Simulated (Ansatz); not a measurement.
The system is Ge.

```
Ge
1.0
    -1.60842    1.60842    1.87318
     1.60842   -1.60842    1.87318
     1.60842    1.60842   -1.87318
Ge
1
Cartesian
  0.0000 0.0000 1.8732
```

The cell was built by a generator and needn't be a form met in nature.

| Property | Result |
| --- | --- |
| Program | Ansatz 0.2.0 |
| Task | relaxation of cell and atoms |
| Functional | PBE0 |
| Potentials or basis | Ansatz PAW |
| Cutoff | 420 eV (not typed: the program's choice for these potentials) |
| k mesh | 6 × 6 × 6 |
| Occupations | fermi-dirac, width 0.05 eV |
| Spin | no spin polarisation |

At the start: volume 19.38 Å³/atom.

**Question.** Where does the relaxation end?

**Answer.** It ends after 7 steps and the volume is 18.66 Å³/atom (-3.7 %); space group I4/mmm (No. 139, to 0.05 Å).

The path:
```csv
step,energy change (eV),largest force (eV/Å),volume (Å³)
1,0.0000,0.0000,19.38
2,-0.0447,0.0000,19.00
3,-0.0664,0.0000,18.10
4,-0.0708,0.0000,18.61
5,-0.0711,0.0000,18.65
6,-0.0715,0.0000,18.66
7,-0.0712,0.0000,18.66
```

Final structure:
```cif
data_structure
_symmetry_space_group_name_H-M 'P 1'
_symmetry_Int_Tables_number 1
_cell_length_a 2.8946
_cell_length_b 2.8946
_cell_length_c 2.8946
_cell_angle_alpha 110.034
_cell_angle_beta 110.034
_cell_angle_gamma 108.352
_cell_volume 18.66
loop_
_atom_site_label
_atom_site_type_symbol
_atom_site_fract_x
_atom_site_fract_y
_atom_site_fract_z
_atom_site_occupancy
Ge1 Ge 0.50000 0.50000 0.00000 1
```

Caveat: the k mesh is coarse (spacing up to 0.46 Å⁻¹), so the values aren't converged, least of all with exact exchange; the plane-wave basis is chosen anew once the cell has moved, so the energies of steps on either side of that aren't comparable; the PAW data sets come from PBE, with cores solved anew for the run's functional, which leaves a small shift of forces and pressure.
